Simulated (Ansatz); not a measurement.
**AlN: how the settings move a single-point run**

How sensitive is a single-point run of AlN to its settings? A reference run comes first, then four runs with altered input.

Program: Ansatz 0.2.0. Level of theory: reference: DFT, HSE06, plane waves, PAW. These are calculated values, not measurements.

### Step 1. The structure to begin with

The structure is cubic, space group F-43m (No. 216). Conventional cell: a = 4.370 Å, b = 4.370 Å, c = 4.370 Å, α = 90.00°, β = 90.00°, γ = 90.00°. Al (site symmetry -43m) has 4 N at 1.89 Å in its first shell of neighbours. N (site symmetry -43m) has 4 Al at 1.89 Å in its first shell of neighbours.

As a file:

```xyz
2
Lattice="0.0000 2.1849 2.1849 2.1849 0.0000 2.1849 2.1849 2.1849 0.0000" Properties=species:S:1:pos:R:3 pbc="T T T"
Al    0.0000    0.0000    0.0000
N     1.0924    1.0924    1.0924
```

### Step 2. Reference

input.yaml

```yaml
crystal:
  lattice:
    - [0.0, 2.1848764208, 2.1848764208]
    - [2.1848764208, 0.0, 2.1848764208]
    - [2.1848764208, 2.1848764208, 0.0]
  atoms:
    - { symbol: Al, position: [0.0, 0.0, 0.0] }
    - { symbol: "N", position: [0.25, 0.25, 0.25] }
kpoints:
  mp_grid: { grid: [4, 4, 4] }
hamiltonian:
  xc: hse06
scf:
  occupations: { method: fixed }
  n_extra_bands: 4
output:
  forces: true
  stress: true
  eigenvalues: true
```

Launch:

```console
$ ansatz run input.yaml --threads 4 --pin off --max-ram 3686MiB --backend cpu --events-out ev --progress --plain --runs-dir out
```

### Step 3. Changed: exchange pbe, correlation pbe, coeff 0.35, omega 0.3

Changes to input.yaml since step 2:

```diff
@@ -11,3 +11,3 @@
 hamiltonian:
-  xc: hse06
+  xc: { exchange: pbe, correlation: pbe, exx: { coeff: 0.35, omega: 0.3 } }
 scf:
```

### Step 4. Changed: exchange pbe, correlation pbe, coeff 0.1, omega 0.2078

Changes to input.yaml since step 2:

```diff
@@ -11,3 +11,6 @@
 hamiltonian:
-  xc: hse06
+  xc:
+    exchange: pbe
+    correlation: pbe
+    exx: { coeff: 0.1, omega: 0.2078 }
 scf:
```

### Step 5. Changing settings: exchange pbe, correlation pbe, coeff 0.1, omega 0.5

Changes to input.yaml since step 2:

```diff
@@ -11,3 +11,3 @@
 hamiltonian:
-  xc: hse06
+  xc: { exchange: pbe, correlation: pbe, exx: { coeff: 0.1, omega: 0.5 } }
 scf:
```

### Step 6. Changing settings: exchange pbe, correlation pbe, coeff 0.2, omega 0.3

Changes to input.yaml since step 2:

```diff
@@ -11,3 +11,3 @@
 hamiltonian:
-  xc: hse06
+  xc: { exchange: pbe, correlation: pbe, exx: { coeff: 0.2, omega: 0.3 } }
 scf:
```

Q: Predict the outcome of this session. Wanted: for each run, ending; energy change; pressure; gap; force.

**Answer**, as computed:

| run | ending | energy change | pressure (GPa) | gap (eV) | force (eV/Å) | cycles | time |
| --- | --- | --- | --- | --- | --- | --- | --- |
| reference | converged | - | -0.6 | 4.55 | 0.00 | 11 | 1.6 s |
| 1: exchange pbe, correlation pbe, coeff 0.35, omega 0.3 | converged | not comparable | -2.3 | 4.74 | 0.00 | 12 | 1.6 s |
| 2: exchange pbe, correlation pbe, coeff 0.1, omega 0.2078 | converged | not comparable | 2.5 | 3.79 | 0.00 | 9 | 1.4 s |
| 3: exchange pbe, correlation pbe, coeff 0.1, omega 0.5 | converged | not comparable | 2.9 | 3.56 | 0.00 | 9 | 1.5 s |
| 4: exchange pbe, correlation pbe, coeff 0.2, omega 0.3 | converged | not comparable | 0.6 | 4.11 | 0.00 | 11 | 1.6 s |

Residual by cycle in the longest SCF loop of each run; runs are numbered as in the table. The quantity is the density residual dr2, in eV.

```csv
cycle,reference,run 1,run 2,run 3,run 4
1,0.00471,0.00819,0.00105,9.2e-4,0.00309
2,0.0013,0.00223,2.9e-4,2.6e-4,8.7e-4
3,3.7e-4,8.0e-4,5.3e-5,4.3e-5,1.5e-4
4,5.4e-5,1.3e-4,2.6e-6,9.8e-7,1.7e-5
5,6.4e-6,1.8e-5,1.6e-7,7.5e-8,1.6e-6
6,4.3e-6,8.3e-6,-,-,1.2e-6
7,2.8e-7,1.0e-6,-,-,4.9e-8
```

What this shows: The totals of these runs aren't set against each other here.
